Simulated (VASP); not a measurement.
Input of a VASP 6.6.1 run:

Contents of INCAR:

```
ALGO = Normal ; EDIFF = 1E-8
ENCUT = 600 ; GGA = PE
ISIF = 2 ; ISMEAR = 0
KPAR = 2 ; LASPH = True
LCHARG = False ; LEPSILON = True
LREAL = False ; LWAVE = False
NELM = 80 ; PREC = Accurate
SIGMA = 0.03
```

The input KPOINTS:

```
k-points
0
Gamma
  15 15 7
```

Contents of POSCAR:

```
Si                                      
1.0
    3.8507795690     -0.0000000000      0.0000000000
   -1.9253897846      3.3348729312     -0.0000000000
    0.0000000000     -0.0000000000      6.3622359812
  Si            
     4
Direct
     0.3333333300000021    0.6666666699999979    0.0629157305731909
     0.6666666699999979    0.3333333300000021    0.5629157305731910
     0.3333333300000021    0.6666666699999979    0.4370842694268091
     0.6666666699999979    0.3333333300000021    0.9370842694268090
```

Potentials or basis: VASP PAW PBE potentials, release 64 (Si).

Run with:

```sh
$ cat potpaw_PBE.64/Si/POTCAR > POTCAR
$ mpirun -np 2 vasp_std > vasp.out
```

Q: Estimate the electronic dielectric tensor (diagonal).

A: 12.66, 12.66, 13.70.

Q: Estimate the Born charges (mean of the diagonal).

A: Si +0.00 e.

Q: Predict the band gap on the k mesh.

A: 0.46 eV, indirect (least direct gap 0.99 eV).

Electronic dielectric tensor:
```
12.66  0.00  0.00
 0.00 12.66  0.00
 0.00  0.00 13.70
```

Caveat: the gap is small at this level, which inflates the dielectric constant; an odd mesh through Γ misses points on the zone boundary, where band edges often lie. PBE gaps usually lie below the measured ones, often by a third to a half.
